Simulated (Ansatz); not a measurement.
# BP: the cost of one run

Method: DFT PBE, scalar-relativistic, plane waves, PAW, in Ansatz 0.2.0.

5 further runs of the same task are left out: 1 that didn't finish, 4 set aside as unsound or not needed.

### 1 Starting point

The structure is cubic, space group F-43m (No. 216). The conventional cell has a = 4.548 Å, b = 4.548 Å, c = 4.548 Å, α = 90.00°, β = 90.00°, γ = 90.00°. Around B (site symmetry -43m) lie 4 P at 1.97 Å. P (site symmetry -43m) has 4 B at 1.97 Å as nearest neighbours.

Structure file:

```
B P
1.0
     0.00000    2.27419    2.27419
     2.27419    0.00000    2.27419
     2.27419    2.27419    0.00000
B P
1 1
Direct
  0.00000 0.00000 0.00000
  0.75000 0.75000 0.75000
```

It is the result of an earlier relaxation at this level (volume 11.76 Å³/atom; gap on the mesh: 1.25 eV).

### 2 The cell at 0.98 of its volume

input.yaml

```yaml
crystal:
  lattice:
    - [0.0, 2.2589271345, 2.2589271345]
    - [2.2589271345, 0.0, 2.2589271345]
    - [2.2589271345, 2.2589271345, 0.0]
  atoms:
    - { symbol: B, position: [0.0, 0.0, 0.0] }
    - { symbol: P, position: [0.75, 0.75, 0.75] }
basis:
  ecutwfc: 420
kpoints:
  mp_grid: { grid: [10, 10, 10] }
hamiltonian:
  xc: pbe
scf:
  occupations: { method: fixed }
output:
  forces: true
  stress: true
  eigenvalues: true
```

On the command line:

```
> ansatz run input.yaml --threads 1 --pin off --max-ram 3072MiB --backend cpu --events-out ev --progress --plain --runs-dir out
```

Q: Estimate wall time and peak memory on 1 thread of Arm Neoverse V1, shared host.

About 1.2 s, with a peak of 0.26 GiB.
